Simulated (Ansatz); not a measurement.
Theory: DFT PBE, scalar-relativistic, plane waves, PAW (Ansatz 0.2.0). Settings: cutoff 420 eV, Γ-centred meshes spaced at most about 0.3 Å⁻¹, and about 0.25 Å⁻¹ or finer for metals (2π included), Gaussian smearing. No spin polarisation.

All energies are static (0 K, no zero-point motion).

Compare these two cells of Sb5S2, each relaxed at this level.

A.

```yaml
crystal:
  lattice:
    - [2.04536, 1.18089, 14.23747]
    - [-2.04536, 1.18089, 14.23747]
    - [0.00000, -2.36178, 14.23747]
  atoms:
    - { symbol: Sb, position: [0.42952, 0.42952, 0.42952] }
    - { symbol: Sb, position: [0.71165, 0.71165, 0.71165] }
    - { symbol: Sb, position: [0.57048, 0.57048, 0.57048] }
    - { symbol: Sb, position: [0.28835, 0.28835, 0.28835] }
    - { symbol: Sb, position: [0.00000, 0.00000, 0.00000] }
    - { symbol: S, position: [0.12706, 0.12706, 0.12706] }
    - { symbol: S, position: [0.87294, 0.87294, 0.87294] }
```

B.

```yaml
crystal:
  lattice:
    - [4.46864, 0.00000, 0.00000]
    - [0.00000, 4.11796, 0.00000]
    - [-1.84945, 0.00000, 21.19562]
  atoms:
    - { symbol: Sb, position: [0.71901, 0.75000, 0.42159] }
    - { symbol: Sb, position: [0.76992, 0.75000, 0.56118] }
    - { symbol: Sb, position: [0.28099, 0.25000, 0.57841] }
    - { symbol: Sb, position: [0.23008, 0.25000, 0.43882] }
    - { symbol: Sb, position: [0.53312, 0.25000, 0.73778] }
    - { symbol: Sb, position: [0.20785, 0.75000, 0.84917] }
    - { symbol: Sb, position: [0.26871, 0.75000, 0.98761] }
    - { symbol: Sb, position: [0.73129, 0.25000, 0.01239] }
    - { symbol: Sb, position: [0.46687, 0.75000, 0.26222] }
    - { symbol: Sb, position: [0.79215, 0.25000, 0.15083] }
    - { symbol: S, position: [0.77162, 0.25000, 0.85195] }
    - { symbol: S, position: [0.85586, 0.75000, 0.70933] }
    - { symbol: S, position: [0.22838, 0.75000, 0.14805] }
    - { symbol: S, position: [0.14414, 0.25000, 0.29067] }
```

Problem. Which form is favoured at zero pressure, and by what margin per atom?

Solution. B is lower, by 58 meV/atom. A has space group R-3m (No. 166), 29.5 Å³/atom and no gap on its mesh; B has space group P2_1/m (No. 11), 27.9 Å³/atom and no gap. Counting Sb atoms around S (those within 1.25 times the shortest such distance or 1.15 times the sum of covalent radii, 1.27 where that leaves under three; a plus sign parts nearer from farther groups; a slash parts the counts of unlike sites), A has S 3 and B has S 1+2/2+2. A and B both hold Sb–Sb nets. In A, Sb on a site of symmetry 3m has 3 S at 2.71 Å and 3 Sb at 3.22 Å; Sb on a second site of symmetry 3m is surrounded by 6 Sb at 3.04–3.22 Å; S is surrounded by 3 Sb at 2.71 Å; 1 more site not described. In B, Sb on its first site has 5 Sb at 2.96–3.07 Å and 1 Sb at 3.48 Å; Sb on its second site has 5 Sb at 2.96–3.07 Å and 1 S at 3.14 Å; S on its first site has 1 Sb at 2.57 Å, 2 Sb at 2.84 Å, 2 Sb at 3.25 Å and 1 Sb at 3.43 Å; 4 more sites not described. Both come from invented guesses. The lowest form computed isn't among them: it has space group R-3m (No. 166), 28.0 Å³/atom and lies 64 meV/atom below the best shown.

No dispersion correction is applied, so the spacing and binding between layers, chains or molecules are poorly described (R-3m), and this can change margins and order among such cells. These runs have no spin–orbit coupling, which can matter for Sb. In R-3m an odd number of electrons in the primitive cell allows no gap without spin; a larger cell or a magnetic state could open one. Cells relaxed within their symmetry can be saddle points. Some types were kept out of the candidates beforehand, so the set may lack a known form.
